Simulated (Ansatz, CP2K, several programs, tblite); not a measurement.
Energy against volume for zincblende RbBr, at fixed shape and fractional coordinates, computed by several methods (PBE and r2SCAN, where shown, with plane waves in Ansatz); the cell shown is that of r2SCAN. The symmetry is F-43m (No. 216, cubic); conventional cell a = 7.739 Å, 57.94 Å³ an atom. Around Rb lie 4 Br at 3.35 Å; around Br lie 4 Rb at 3.35 Å. Values at 0 K without nuclear motion; spin polarisation is off, and the phase may be a hypothetical one. Energies count from each curve's lowest point; fits are third-order Birch-Murnaghan.

```cif
data_structure
_symmetry_space_group_name_H-M 'P 1'
_symmetry_Int_Tables_number 1
_cell_length_a 5.4723
_cell_length_b 5.4723
_cell_length_c 5.4723
_cell_angle_alpha 60.000
_cell_angle_beta 60.000
_cell_angle_gamma 60.000
_cell_volume 115.88
loop_
_atom_site_label
_atom_site_type_symbol
_atom_site_fract_x
_atom_site_fract_y
_atom_site_fract_z
_atom_site_occupancy
Rb1 Rb 0.00000 0.00000 0.00000 1
Br1 Br 0.25000 0.25000 0.25000 1
```

Task: PBE/DZVP (CP2K), on the shape of the cell shown, gives

| V (Å³/atom) | E (meV/atom) |
| --- | --- |
| 50.985 | 52.83 |
| 54.462 | 19.09 |
| 57.938 | 3.11 |
| 61.414 | 0.00 |
| 64.891 | 6.21 |

What equilibrium volume and bulk modulus follow?

Result: V₀ = 60.67 Å³ an atom and B₀ = 8 GPa.

Task: PBE/SZV (CP2K), on the shape of the cell shown, gives
```
V (Å³/atom)  E (meV/atom)
     50.985         70.51
     54.462         26.83
     57.938          5.47
     61.414          0.00
     64.891          5.89
```
What equilibrium volume and bulk modulus follow?

Result: V₀ = 61.16 Å³ an atom and B₀ = 9 GPa.

GFN2-xTB (tblite), on the shape of the cell shown, as a cluster of 8 atoms at the zone centre:
```tsv
V (Å³/atom)	E (meV/atom)
50.985	280.21
54.462	151.74
57.938	86.39
61.414	36.95
64.891	0.00
```
The lowest point is an end point, so the minimum isn't bracketed.

light PBE (260 eV, its own mesh), on the shape of the cell shown:
```tsv
V (Å³/atom)	E (meV/atom)
53.303	30.83
55.620	15.50
57.938	6.26
60.256	0.00
62.573	7.73
64.891	14.81
```
The points scatter about a smooth fit, as a low cutoff and a light mesh can make them, so no fit is quoted.

PBE, on the shape of its own relaxed cell:
```
V (Å³/atom)  E (meV/atom)
     55.454          6.49
     57.224          1.65
     58.994          0.00
     60.764          1.04
     62.533          4.34
```
V₀ = 59.15 Å³ an atom and B₀ = 8 GPa.
